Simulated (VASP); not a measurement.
# Settings for Bi₂Se₃: self-consistent run

Bi₂Se₃, R-3m (no. 166), 5 atoms in the cell. LDA, spin-orbit coupling; PAW potentials Bi_d, Se (LDA set). VASP 6.6.1.

Wanted: energy within 0.2 meV/atom; levels at the zone centre within 0.003 eV.

What the run is for: comparing ways to start; Accuracy asked: tight.

Levels at the zone centre: counted from the valence top at that point.

POSCAR:
```
Bi2Se3
1.0
    2.0715000000      1.1959810826      9.5453333333
   -2.0715000000      1.1959810826      9.5453333333
    0.0000000000     -2.3919621653      9.5453333333
Bi Se
2 3
Direct
    0.5992000000      0.5992000000      0.5992000000
    0.4008000000      0.4008000000      0.4008000000
    0.7883000000      0.7883000000      0.7883000000
    0.2117000000      0.2117000000      0.2117000000
    0.0000000000      0.0000000000      0.0000000000
```

## How the run starts (with a second run first, the time holds both)

| How the run starts (with a second run first, the time holds both) | Energy less reference (meV/atom) | Levels at the zone centre, largest deviation (eV) | Time (s) |
|---|---|---|---|
| from scratch: 14 SCF iterations | 0.00 | 0.0000 | 1318 |
| density without spin-orbit coupling (CHGCAR): 14 + 12 SCF iterations | 0.00 | 0.0001 | 1265 |

Chosen: from scratch: 14 SCF iterations; no other choice that stays within half of the tolerance saves 30 % of the time.

The chosen settings are those of the reference run.

Values of the reference run: Levels at the zone centre: -0.7079, -0.7079, 0, 0, 0.3665, 0.3665 eV from the valence top at Gamma.

## The input

INCAR:
```
  GGA = CA
  LSORBIT = T
  MAGMOM = 0 0 0 0 0 0 0 0 0 0 0 0 0 0 0
  LORBIT = 11
  ISMEAR = 0
  SIGMA = 0.03
  LWAVE = F
  LCHARG = F
  ISIF = 2
  PREC = Accurate
  LASPH = T
  LREAL = F
  ALGO = Normal
  EDIFF = 1E-6
  NELM = 200
  GGA_COMPAT = F
  ENCUT = 400
  EFERMI = MIDGAP
  KPAR = 2
```

KPOINTS:
```
k-points
0
Gamma
  7 7 7
```

Commands:
```
cat potpaw_LDA.64/Bi_d/POTCAR potpaw_LDA.64/Se/POTCAR > POTCAR
mpirun -np 2 vasp_ncl > vasp.out
```

The chosen input took VASP 6.6.1 1318 s on 2 cores (Intel Xeon 6975P-C (Granite Rapids)), a shared host.

## An input that fails: restart asked without its files

VASP's message: ERROR: charge density could not be read from file CHGCAR for ICHARG>10.

Changes against the starting input:
```
- NELM = 200
+ NELM = 60
+ ICHARG = 11
```
